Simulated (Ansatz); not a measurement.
# F: equation of state

Aim: scale the cell of F up and down at fixed shape and fractional positions, and get the equilibrium volume and bulk modulus with LAPW, PAW and all-electron datasets made for the crystal.

Method: DFT PBE, scalar-relativistic, in Ansatz 0.2.0.

1 further run of the same task is left out (set aside as unsound or not needed).

### 1 The starting structure

The structure is hexagonal, space group P6_3/mmc (No. 194). Conventional cell: a = 2.903 Å, b = 2.903 Å, c = 2.921 Å, α = 90.00°, β = 90.00°, γ = 120.00°. F (site symmetry -6m2) has 6 F at 2.22 Å as nearest neighbours.

As a file:

```xyz
2
Lattice="2.9035 0.0000 0.0000 -1.4517 2.5145 0.0000 0.0000 0.0000 2.9207" Properties=species:S:1:pos:R:3 pbc="T T T"
F     0.0000    1.6763    0.7302
F     1.4517    0.8382    2.1905
```

The cell was relaxed by PAW from a hypothetical start (hcp type); it needn't be the stable phase of this composition.

Atoms are numbered in the order of the input: F1, F2.

### 2 Volume × 0.96, LAPW

Input file input.yaml:

```yaml
crystal:
  lattice:
    - [2.8642521325, 0.0, 0.0]
    - [-1.4321260662, 2.4805151096, 0.0]
    - [0.0, 0.0, 2.8811936227]
  atoms:
    - { symbol: F, position: [0.3333333333, 0.6666666667, 0.25] }
    - { symbol: F, position: [0.6666666667, 0.3333333333, 0.75] }
kpoints:
  mp_grid: { grid: [19, 19, 10] }
scf:
  occupations: { method: fermi_dirac, width: 0.08 }
hamiltonian:
  xc: pbe
  pseudopotentials: { kind: all_electron, lapw: { basis_error: 0.0005 } }
output:
  forces: true
  stress: true
  eigenvalues: true
```

### 3 Volume × 0.96, PAW

input.yaml, as its differences from that of step 2:

```diff
@@ -14,3 +14,3 @@
   xc: pbe
-  pseudopotentials: { kind: all_electron, lapw: { basis_error: 0.0005 } }
+  pseudopotentials: { kind: paw }
 output:
@@ -19 +19,2 @@
   eigenvalues: true
+  efg: { contact_densities: true }
```

### 4 Volume × 0.96, crystal datasets

input.yaml, as its differences from that of step 3:

```diff
@@ -14,3 +14,3 @@
   xc: pbe
-  pseudopotentials: { kind: paw }
+  pseudopotentials: { kind: all_electron, datasets: crystal }
 output:
```

### 5 Volume × 0.98, LAPW

Input file input.yaml:

```yaml
crystal:
  lattice:
    - [2.8840062197, 0.0, 0.0]
    - [-1.4420031098, 2.4976226509, 0.0]
    - [0.0, 0.0, 2.9010645515]
  atoms:
    - { symbol: F, position: [0.3333333333, 0.6666666667, 0.25] }
    - { symbol: F, position: [0.6666666667, 0.3333333333, 0.75] }
kpoints:
  mp_grid: { grid: [19, 19, 10] }
scf:
  occupations: { method: fermi_dirac, width: 0.08 }
hamiltonian:
  xc: pbe
  pseudopotentials: { kind: all_electron, lapw: { basis_error: 0.0005 } }
output:
  forces: true
  stress: true
  eigenvalues: true
```

### 6 Volume × 0.98, PAW

input.yaml, as its differences from that of step 5:

```diff
@@ -14,3 +14,3 @@
   xc: pbe
-  pseudopotentials: { kind: all_electron, lapw: { basis_error: 0.0005 } }
+  pseudopotentials: { kind: paw }
 output:
@@ -19 +19,2 @@
   eigenvalues: true
+  efg: { contact_densities: true }
```

### 7 Volume × 1.02, LAPW

Input file input.yaml:

```yaml
crystal:
  lattice:
    - [2.9227223324, 0.0, 0.0]
    - [-1.4613611662, 2.5311517881, 0.0]
    - [0.0, 0.0, 2.9400096624]
  atoms:
    - { symbol: F, position: [0.3333333333, 0.6666666667, 0.25] }
    - { symbol: F, position: [0.6666666667, 0.3333333333, 0.75] }
kpoints:
  mp_grid: { grid: [19, 19, 10] }
scf:
  occupations: { method: fermi_dirac, width: 0.08 }
hamiltonian:
  xc: pbe
  pseudopotentials: { kind: all_electron, lapw: { basis_error: 0.0005 } }
output:
  forces: true
  stress: true
  eigenvalues: true
```

### 8 Volume × 1.02, PAW

input.yaml, as its differences from that of step 7:

```diff
@@ -14,3 +14,3 @@
   xc: pbe
-  pseudopotentials: { kind: all_electron, lapw: { basis_error: 0.0005 } }
+  pseudopotentials: { kind: paw }
 output:
@@ -19 +19,2 @@
   eigenvalues: true
+  efg: { contact_densities: true }
```

### 9 Volume × 1.04, LAPW

Input file input.yaml:

```yaml
crystal:
  lattice:
    - [2.9417015807, 0.0, 0.0]
    - [-1.4708507903, 2.5475882992, 0.0]
    - [0.0, 0.0, 2.9591011692]
  atoms:
    - { symbol: F, position: [0.3333333333, 0.6666666667, 0.25] }
    - { symbol: F, position: [0.6666666667, 0.3333333333, 0.75] }
kpoints:
  mp_grid: { grid: [19, 19, 10] }
scf:
  occupations: { method: fermi_dirac, width: 0.08 }
hamiltonian:
  xc: pbe
  pseudopotentials: { kind: all_electron, lapw: { basis_error: 0.0005 } }
output:
  forces: true
  stress: true
  eigenvalues: true
```

### 10 Volume × 1.04, PAW

input.yaml, as its differences from that of step 9:

```diff
@@ -14,3 +14,3 @@
   xc: pbe
-  pseudopotentials: { kind: all_electron, lapw: { basis_error: 0.0005 } }
+  pseudopotentials: { kind: paw }
 output:
@@ -19 +19,2 @@
   eigenvalues: true
+  efg: { contact_densities: true }
```

### 11 Volume × 1.04, crystal datasets

input.yaml, as its differences from that of step 10:

```diff
@@ -14,3 +14,3 @@
   xc: pbe
-  pseudopotentials: { kind: paw }
+  pseudopotentials: { kind: all_electron, datasets: crystal }
 output:
```

(Steps that only read results are left out.)

**Question.** What will these runs give? Wanted: equilibrium volume; bulk modulus (for each run or level that gives them).

**Answer**, as computed:

| quantity | value |
| --- | --- |
| equilibrium volume (LAPW) | 10.656 Å³/atom |
| bulk modulus (LAPW) | 55 GPa |
| its pressure derivative (LAPW) | 5.5 |
| equilibrium volume (PAW) | 10.664 Å³/atom |
| bulk modulus (PAW) | 56 GPa |
| its pressure derivative (PAW) | 5.5 |

By LAPW, the pressure vanishes at 10.66 Å³/atom (less than 0.1 % from the starting cell) and the bulk modulus there is 55 GPa (Birch-Murnaghan, third order). Shape and positions are held, so a fully relaxed modulus can be lower. PAW's volume lies +0.07 % and its modulus +0.6 % from LAPW's. No thermal or zero-point expansion is included.
